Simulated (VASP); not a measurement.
Write the native input for VASP 6.6.1 that does the following.

```
Task                   : relaxation of cell and atoms
Functional             : optB88-vdW
Potentials or basis    : VASP PAW PBE potentials, release 64 (Hf_pv, C)
Cutoff                 : 600 eV
k mesh                 : 10 × 10 × 10
Occupations            : fermi-dirac, width 0.05 eV
Spin                   : no spin polarisation
Further INCAR settings : ALGO = Fast; EDIFF = 1e-06; IBRION = 2; EDIFFG = -0.02; NSW = 60; ISIF = 3
```

The structure of HfC lies in POSCAR:

```
HfC
1.0
    0.0000000000      2.3250000000      2.3250000000
    2.3250000000      0.0000000000      2.3250000000
    2.3250000000      2.3250000000      0.0000000000
Hf C
1 1
Direct
    0.5000000000      0.5000000000      0.5000000000
    0.0000000000      0.0000000000      0.0000000000
```

These files were run (other wordings do the same):

INCAR

```
SYSTEM = HfC
PREC = Accurate
ENCUT = 600
EDIFF = 1E-6
ISMEAR = -1
SIGMA = 0.05
LREAL = .False.
LASPH = .True.
NELM = 80
ALGO = Fast
ISIF = 3
LWAVE = .False.
LCHARG = .False.
GGA = BO
LUSE_VDW = .True.
AGGAC = 0.0
PARAM1 = 0.1833333333
PARAM2 = 0.22
IBRION = 2
NSW = 60
EDIFFG = -0.02
```

KPOINTS

```
regular mesh
0
Gamma
  10 10 10
  0 0 0
```

Potentials or basis: VASP PAW PBE potentials, release 64 (Hf_pv, C).

The run is started by

```console
$ cat potpaw_PBE.64/Hf_pv/POTCAR potpaw_PBE.64/C/POTCAR > POTCAR
$ mpirun -np 1 vasp_std > vasp.out
```

It gave:

- Relaxed volume: 12.55 Å³/atom
- Relaxed cell: a = 3.286 Å, b = 3.286 Å, c = 3.286 Å, α = 60.00°, β = 60.00°, γ = 60.00°
- Space group after relaxing (to 0.05 Å): Fm-3m (No. 225)
- Energy gained by relaxing: 0.0 meV/atom
- Ionic steps: 3
- Pressure after relaxing: 0.0 GPa
- Band gap on the k mesh: none (metal or under the smearing width)

Caveat: the PAW data sets were made with another functional, which shifts forces and pressure a little.

Wall time 2.3 min on 1 thread of Intel(R) Xeon(R) Platinum 8259CL CPU @ 2.50GHz (Skylake/Cascade Lake), on a shared host, peak memory 0.34 GiB.
